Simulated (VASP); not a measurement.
A run of VASP 6.6.1:

INCAR

```
  PREC = Accurate
  ENCUT = 600
  EDIFF = 1E-6
  ISMEAR = 0
  SIGMA = 0.03
  LREAL = F
  LASPH = T
  NELM = 80
  ALGO = Normal
  ISIF = 3
  LWAVE = F
  LCHARG = F
  GGA = PS
  IBRION = 2
  NSW = 90
  EDIFFG = -0.01
```

File KPOINTS:

```
Automatic mesh
0
Gamma
  10 10 10
```

POSCAR

```
InAs
1.0
    0.0000000000      3.0180000000      3.0180000000
    3.0180000000      0.0000000000      3.0180000000
    3.0180000000      3.0180000000      0.0000000000
In As
1 1
Direct
    0.0000000000      0.0000000000      0.0000000000
    0.2500000000      0.2500000000      0.2500000000
```

Potentials or basis: VASP PAW PBE potentials, release 64 (In_d, As).

Command:

```console
$ cat potpaw_PBE.64/In_d/POTCAR potpaw_PBE.64/As/POTCAR > POTCAR
$ mpirun -np 1 vasp_std > vasp.out
```

Hardware: 1 thread of Intel(R) Xeon(R) Platinum 8375C CPU @ 2.90GHz (Ice Lake), on a shared host.

Task: How long does it take, and how much memory?

Result: Run time: 73 s on 1 thread of Intel(R) Xeon(R) Platinum 8375C CPU @ 2.90GHz (Ice Lake), on a shared host, peak memory 0.24 GiB. Counts: scf iterations 28, k points 47, ion steps 3.
